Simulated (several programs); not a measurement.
**What each method gives for AlAs (F-43m)**

AlAs (started from an entry of an open crystallographic database), relaxed with r2SCAN in Ansatz, was computed with several methods. The symmetry is F-43m (No. 216, cubic); conventional cell a = 5.678 Å, 22.88 Å³ an atom. Al has 4 As at 2.46 Å; As has 4 Al at 2.46 Å. Calculated for a static, non-magnetic cell.

```cif
data_structure
_symmetry_space_group_name_H-M 'P 1'
_symmetry_Int_Tables_number 1
_cell_length_a 4.0148
_cell_length_b 4.0148
_cell_length_c 4.0148
_cell_angle_alpha 60.000
_cell_angle_beta 60.000
_cell_angle_gamma 60.000
_cell_volume 45.76
loop_
_atom_site_label
_atom_site_type_symbol
_atom_site_fract_x
_atom_site_fract_y
_atom_site_fract_z
_atom_site_occupancy
Al1 Al 0.00000 0.00000 0.00000 1
As1 As 0.25000 0.25000 0.25000 1
```

Gaps and times are for a single point on this cell; volume and bulk modulus come from each method's own relaxation or energy curve at fixed shape. Times are rough, from shared hosts (Arm Neoverse N1; Arm Neoverse V1; NVIDIA H100 80GB HBM3), and each method has its own mesh and cell size. PM6 (MOPAC), PM7 (MOPAC), GFN1-xTB (tblite), GFN2-xTB (tblite) treat a cluster of cells at its zone centre, which samples few k points: where these miss a band edge, the gap comes out too large for that reason alone. Gaps from k meshes are read at a limited set of points (mesh, symmetry points, PBE's band edges), so each method's own least gap may be somewhat smaller. xTB and the PM methods were fitted mostly to molecules, and can miss a solid's gap by electronvolts. Minimal bases can be far off for gaps. Times of the plane-wave ladder aren't listed, since it ran on unlike processors and cards. GLLB-SC's gap includes the derivative discontinuity. G0W0 is at finite bands, cutoff and mesh. d marks a direct gap, i an indirect one (no mark: not told apart), a dash a value that wasn't computed or didn't pass its checks.

```
                               method              kind  gap (eV)  own volume (Å³/atom)  bulk modulus (GPa)  atoms computed  processor time
                               PBEsol         semilocal         –                 22.84                   –               2               –
 light PBE (260 eV and a coarse mesh)  light plane-wave    1.44 i                     –                   –               2           1.2 s
                                  LDA         semilocal    1.37 i                 22.29                   –               2               –
                                  PBE         semilocal    1.46 i                 23.49                  67               2               –
                       PBE/SZV (CP2K)       small basis    2.29 d                 24.48                  67               2           6.9 s
               PBE/single zeta (GPAW)       small basis    1.66 d                     –                   –               2             8 s
                              PBE+SOC         semilocal    1.36 i                     –                   –               2               –
                               r2SCAN         semilocal    1.81 i                 22.88                  76               2               –
                    GFN2-xTB (tblite)     tight binding      1.75                 24.13                  55         cluster           9.2 s
                       GLLB-SC (GPAW)   model potential      2.52                     –                   –               2           9.4 s
                    GFN1-xTB (tblite)     tight binding      0.57                     –                   –         cluster           9.9 s
                      PBE/DZVP (CP2K)       small basis    1.62 i                 23.71                  67               2            13 s
                          PM6 (MOPAC)    semi-empirical      3.21                     –                   –         cluster            23 s
                          PM7 (MOPAC)    semi-empirical      7.65                 22.27                 152         cluster            24 s
   G0W0@PBE (260 eV screening cutoff)         many-body      2.21                     –                   –               2               –
   G0W0@LDA (140 eV screening cutoff)         many-body      2.03                     –                   –               2               –
G0W0@r2SCAN (180 eV screening cutoff)         many-body      2.33                     –                   –               2               –
 G0W0@HSE06 (180 eV screening cutoff)         many-body      2.46                     –                   –               2               –
  G0W0@PBE0 (180 eV screening cutoff)         many-body      2.63                     –                   –               2               –
                                 PBE0            hybrid    2.75 i                     –                   –               2               –
                                HSE06            hybrid    2.09 i                 22.94                   –               2               –
                             DDH-PBE0            hybrid    2.00 i                     –                   –               2               –
                         Hartree-Fock    exact exchange    7.39 i                     –                   –               2               –
                              r2SCANh            hybrid    2.26 i                     –                   –               2               –
                            HSE06+SOC            hybrid    2.00 i                     –                   –               2               –
```

Against HSE06 (2.09 eV) and with closed or daggered gaps left aside, the nearest gap at the points sampled is that of G0W0@LDA (140 eV screening cutoff) (-0.06 eV) and the farthest that of PM7 (MOPAC) (+5.56 eV). HSE06 is only a yardstick of convenience, and nearness to it can be luck.

Volumes against r2SCAN's: PBEsol -0.2 %, LDA -2.6 %, PBE +2.7 %, PBE/SZV (CP2K) +7.0 %, GFN2-xTB (tblite) +5.5 %, PBE/DZVP (CP2K) +3.6 %, PM7 (MOPAC) -2.6 %, HSE06 +0.2 %.

Only the rows marked +SOC include spin-orbit coupling.
